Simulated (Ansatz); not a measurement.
## HfSiO4 (Hafnon) in Ansatz: the effect of functional

HfSiO4 (Hafnon):

```xyz
12
Lattice="-3.2862 3.2862 2.9816 3.2862 -3.2862 2.9816 3.2862 3.2862 -2.9816" Properties=species:S:1:pos:R:3 pbc="T T T"
Hf    0.0000    0.0000    0.0000
Hf    0.0000    3.2862    1.4908
Si    0.0000    0.0000    2.9816
Si    3.2862    0.0000    1.4908
O     2.0736    3.2862    1.0746
O     3.2863   -1.2126    2.5654
O     1.2126    0.0000    4.0562
O     3.2862    1.2126    2.5654
O     2.0736    0.0000    0.4162
O     0.0000    1.2126    1.9070
O     4.4989    0.0000    0.4162
O     3.2862    2.0736   -1.0746
```

Alike in all runs:

* Program: Ansatz 0.2.0
* Task: band structure
* Potentials or basis: Ansatz PAW
* k mesh: 5 × 5 × 5
* Occupations: fermi-dirac, width 0.05 eV
* Spin: no spin polarisation

| functional | cutoff | gap on the mesh (eV) | pressure (GPa) | largest force (eV/Å) |
| --- | --- | --- | --- | --- |
| PBEsol | 420 eV (not typed: the program's choice for these potentials) | 5.36 | 1.3 | 0.44 |
| RPBE | 420 eV (not typed: the program's choice for these potentials) | ? | ? | ? |
| revPBE | 420 eV (not typed: the program's choice for these potentials) | 5.52 | 11.1 | 0.36 |
| BLYP | 420 eV (not typed: the program's choice for these potentials) | 5.48 | 12.0 | 0.16 |
| r2SCAN | 500 eV (not typed: the program's choice for these potentials) | 6.03 | 1.1 | 0.06 |

Task: What does the run with functional RPBE give?

Result: gap on the mesh 5.54 eV; pressure 12.3 GPa; largest force 0.37 eV/Å.

Caveats: spin-orbit coupling is left out, which moves the levels of the heavy elements; the PAW data sets come from PBE, with cores solved anew for the run's functional, which leaves a small shift of forces and pressure.

